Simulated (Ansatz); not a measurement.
## MgS and the effect of the dispersion correction

The cell as given:

```
S Mg
1.0
     0.00000    2.60165    2.60165
     2.60165    0.00000    2.60165
     2.60165    2.60165    0.00000
S Mg
1 1
Direct
  0.50000 0.50000 0.50000
  0.00000 0.00000 0.00000
```

Kept alike: task relaxation of cell and atoms; functional PBEsol; k mesh 9 × 9 × 9; occupations fermi-dirac, width 0.05 eV; no spin polarisation. Program: Ansatz, Ansatz PAW, cutoff 420 eV. The mesh is that of the run's cell of 2 atoms. No spin-orbit coupling.

```csv
dispersion correction,volume (Å³/atom)
D3(BJ),16.764
D3(BJ)-ATM,16.845
D4,17.067
none,17.393
```

The relaxations keep at least the cell's symmetry (Fm-3m). Relaxations stop with a little pressure left, so the last digits of a volume or edge aren't settled. All rows use potentials made for PBE.

**Question.** What does the dispersion correction change here?

**Answer.** The volume runs from 16.764 (D3(BJ)) to 17.393 Å³/atom (none). Against no correction: D3(BJ) -3.6 %; D3(BJ)-ATM -3.2 %; D4 -1.9 %. Dispersion terms mostly attract and so lower the volume; the schemes' coefficients and damping set how far.
